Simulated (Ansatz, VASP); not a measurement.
# Hf4C in VASP and in Ansatz

```xyz
5
Lattice="3.2778 0.0000 0.0000 -1.6389 2.8386 0.0000 0.0000 0.0000 10.4789" Properties=species:S:1:pos:R:3 pbc="T T T"
Hf    1.6389    0.9462    9.1933
Hf    0.0000    1.8924    1.2856
Hf    1.6389    0.9462    4.0059
Hf    0.0000    1.8924    6.4730
C     0.0000    0.0000    0.0000
```

Alike in both runs: functional PBE; k mesh 12 × 12 × 4; occupations gaussian, width 0.1 eV; no spin polarisation.

Ansatz relaxed the structure, and its values are those at the end. VASP's run is a single point on that final structure, the one shown.

|  | VASP | Ansatz |
| --- | --- | --- |
| version | VASP 6.6.1 | Ansatz 0.2.0 |
| potentials or method | VASP PAW PBE potentials, release 64 (Hf_pv, C) | scalar-relativistic, plane waves, PAW |
| plane-wave cutoff (eV) | 520 | 420 |
| valence electrons in the cell | 44 | 108 |

```tsv
	VASP	Ansatz	Ansatz less VASP
gap on the k mesh at the Fermi level (eV)	none	none	-
pressure (GPa)	-4.0	-3.4	+0.52
rms of the force components (eV/Å)	0.024	0.000	-0.0238
```

A gap of «none» marks a metal or a gap that the smearing closes. The two sets of potentials don't hold the same shells in valence. Ansatz warned: «eigensolver_not_converged».

The runs have no spin-orbit coupling, so splittings on Hf are missing.
